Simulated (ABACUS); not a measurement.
Set up this calculation in ABACUS 3.10.1, as the native input.

| Property | Result |
| --- | --- |
| Task | band structure |
| Functional | r2SCAN |
| Potentials or basis | SG15 ONCV 1.2 PBE |
| Cutoff | 1361 eV |
| Density cutoff | 5442 eV |
| Basis | DZP LCAO (the cutoffs set its grid) |
| Occupations | fermi-dirac, width 0.05 eV |
| Spin | no spin polarisation |
| Orbital files | Sr Sr_confined-atom_9au_3s2p2d.orb, O O_confined-atom_6au_2s2p1d.orb |
| Radial cutoff of the potentials (pseudo_rcut) | 10 bohr |
| Density | read from an earlier self-consistent run |
| Path | G-X-W-K-G-L-U-W-L-K, U-X |
| Points for each segment of the path | 10 |
| SCF threshold on the density | 1e-07 |
| Max SCF steps | 100 |
| Eigensolver | genelpa |
| Mixing | broyden |
| Mixing share | 0.7 |
| Symmetry key | -1 |
| Bands | 18 |

The system is SrO.

```
Sr O
1.0
     0.00000    2.56630    2.56630
     2.56630    0.00000    2.56630
     2.56630    2.56630    0.00000
Sr O
1 1
Cartesian
  2.5663 2.5663 2.5663
  0.0000 0.0000 0.0000
```

These files were run (other wordings do the same):

INPUT

```
INPUT_PARAMETERS
suffix              SrO
calculation         nscf
basis_type          lcao
pseudo_dir          ./
orbital_dir         ./
symmetry            -1
dft_functional      MGGA_X_R2SCAN+MGGA_C_R2SCAN
ecutwfc             100.0
pseudo_rcut         10
nspin               1
nbands              18
ks_solver           genelpa
smearing_method     fd
smearing_sigma      0.00367493
scf_thr             1e-07
scf_nmax            100
mixing_type         broyden
mixing_beta         0.7
mixing_tau          1
init_chg            file
out_band            1
```

STRU

```
ATOMIC_SPECIES
Sr 87.6200 Sr_ONCV_PBE-1.2.upf
O 15.9990 O_ONCV_PBE-1.2.upf

NUMERICAL_ORBITAL
Sr_confined-atom_9au_3s2p2d.orb
O_confined-atom_6au_2s2p1d.orb

LATTICE_CONSTANT
1.8897261246

LATTICE_VECTORS
0.0000000000 2.5663000000 2.5663000000
2.5663000000 0.0000000000 2.5663000000
2.5663000000 2.5663000000 0.0000000000

ATOMIC_POSITIONS
Direct

Sr
0.0
1
0.5000000000 0.5000000000 0.5000000000 1 1 1

O
0.0
1
0.0000000000 0.0000000000 0.0000000000 1 1 1
```

KPT

```
K_POINTS
12
Line
0.00000000 0.00000000 0.00000000 10 // G
0.50000000 0.00000000 0.50000000 10 // X
0.50000000 0.25000000 0.75000000 10 // W
0.37500000 0.37500000 0.75000000 10 // K
0.00000000 0.00000000 0.00000000 10 // G
0.50000000 0.50000000 0.50000000 10 // L
0.62500000 0.25000000 0.62500000 10 // U
0.50000000 0.25000000 0.75000000 10 // W
0.50000000 0.50000000 0.50000000 10 // L
0.37500000 0.37500000 0.75000000 1 // K
0.62500000 0.25000000 0.62500000 10 // U
0.50000000 0.00000000 0.50000000 1 // X
```

Potentials or basis: SG15 ONCV 1.2 PBE, DZP LCAO (the cutoffs set its grid).

Run with:

```console
$ OMP_NUM_THREADS=1 mpirun -np 4 abacus > log
```

It gave:

* Band gap along the path: 3.69 eV, indirect (least direct gap 3.79 eV)

Caveat: the atomic orbitals were generated for these runs and aren't a published set; the density is read from an earlier self-consistent run, whose mesh may be coarse; the basis of atomic orbitals isn't converged, which shifts pressures, moduli and gaps.

It took 1.9 s on 4 MPI ranks on Intel(R) Xeon(R) Platinum 8488C (Sapphire Rapids), on a shared host, peak memory 0.4 GiB a rank.
